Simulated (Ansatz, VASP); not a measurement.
# InH in VASP and in Ansatz

File INCAR:

```
SYSTEM = InH
PREC = Accurate
ENCUT = 520
EDIFF = 1E-6
ISMEAR = 0
SIGMA = 0.05
LREAL = .False.
LASPH = .True.
NELM = 100
ALGO = Fast
ISIF = 2
LWAVE = .False.
LCHARG = .False.
NBANDS = 14
```

The input KPOINTS:

```
regular mesh
0
Gamma
  6 6 6
  0 0 0
```

The input POSCAR:

```
InH
1.0
    3.0248497175      0.0000000000      0.0000000000
    0.0000000000      3.0248497175      0.0000000000
    0.0000000000      0.0000000000      3.0248497175
In H
1 1
Direct
    0.0000000000      0.0000000000      0.0000000000
    0.5000000000      0.5000000000      0.5000000000
```

Input for Ansatz:

```yaml
crystal:
  lattice:
    - [3.0248497175, 0.0, 0.0]
    - [0.0, 3.0248497175, 0.0]
    - [0.0, 0.0, 3.0248497175]
  atoms:
    - { symbol: In, position: [0.0, 0.0, 0.0] }
    - { symbol: H, position: [0.5, 0.5, 0.5] }
basis:
  ecutwfc: 420
kpoints:
  mp_grid: { grid: [6, 6, 6] }
hamiltonian:
  xc: lda
scf:
  occupations: { method: gaussian, width: 0.05 }
output:
  forces: true
  stress: true
  eigenvalues: true
```

The cell comes from a database or a generator and needn't be the stable form of this composition.

Alike in both runs: task single point; functional LDA; k mesh 6 × 6 × 6; occupations gaussian, width 0.05 eV; no spin polarisation.

|  | VASP | Ansatz |
| --- | --- | --- |
| version | VASP 6.6.1 | Ansatz 0.2.0 |
| potentials or method | VASP PAW LDA potentials, release 64 (In_d, H) | scalar-relativistic, plane waves, PAW |
| plane-wave cutoff (eV) | 520 | 420 |
| valence electrons in the cell | 14 | 14 |

```csv
,VASP,Ansatz,Ansatz less VASP
gap on the k mesh at the Fermi level (eV),none,none,-
pressure (GPa),1.8,1.6,-0.13
```

A gap of «none» marks a metal or a gap that the smearing closes.
